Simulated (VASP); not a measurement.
The system is Te.

```xyz
1
Lattice="2.3059 1.3313 1.6910 -2.3059 1.3313 1.6910 0.0000 -2.6626 1.6910" Properties=species:S:1:pos:R:3 pbc="T T T"
Te    0.0000    0.0000    2.5364
```

This isn't the form of Te at room conditions, which is trigonal, of chains.

```yaml
Program: VASP 6.6.1
Task: relaxation of cell and atoms
Functional: BLYP
Potentials_or_basis: VASP PAW PBE potentials, release 64 (Te)
Cutoff: 600 eV
k_mesh: 9 × 9 × 9
Occupations: fermi-dirac, width 0.05 eV
Spin: no spin polarisation
```

At the start: pressure 7.4 GPa; volume 31.15 Å³/atom.

Task: How do energy, volume and symmetry change on relaxing?

Result: Over 10 steps the energy falls by 102.7 meV/atom and the volume is 35.99 Å³/atom (+15.5 %); space group Pm-3m (No. 221, to 0.05 Å).

The path:
| step | energy change (eV) | largest force (eV/Å) | pressure (GPa) | volume (Å³) |
| --- | --- | --- | --- | --- |
| 1 | 0.0000 | 0.0000 | 7.37 | 31.15 |
| 2 | -0.0769 | 0.0000 | -2.07 | 38.06 |
| 3 | -0.0927 | 0.0000 | 0.02 | 35.72 |
| 4 | -0.0927 | 0.0000 | -0.08 | 35.82 |
| 5 | -0.0953 | 0.0000 | -0.09 | 35.88 |
| 6 | -0.1007 | 0.0000 | -0.13 | 36.04 |
| 7 | -0.1016 | 0.0000 | -0.29 | 36.24 |
| 8 | -0.1026 | 0.0000 | -0.19 | 36.17 |
| 9 | -0.1024 | 0.0000 | 0.32 | 35.70 |
| 10 | -0.1027 | 0.0000 | 0.00 | 35.99 |

Final structure:
```
CELL_PARAMETERS angstrom
2.33836 1.35005 1.90003
-2.33836 1.35005 1.90003
0.00000 -2.70011 1.90003
ATOMIC_POSITIONS crystal
Te 0.50000 0.50000 0.50000
```

Caveat: the volume moved by over 15 % at a fixed basis, so the end points are rough; the PAW data sets were made with another functional, which shifts forces and pressure a little.
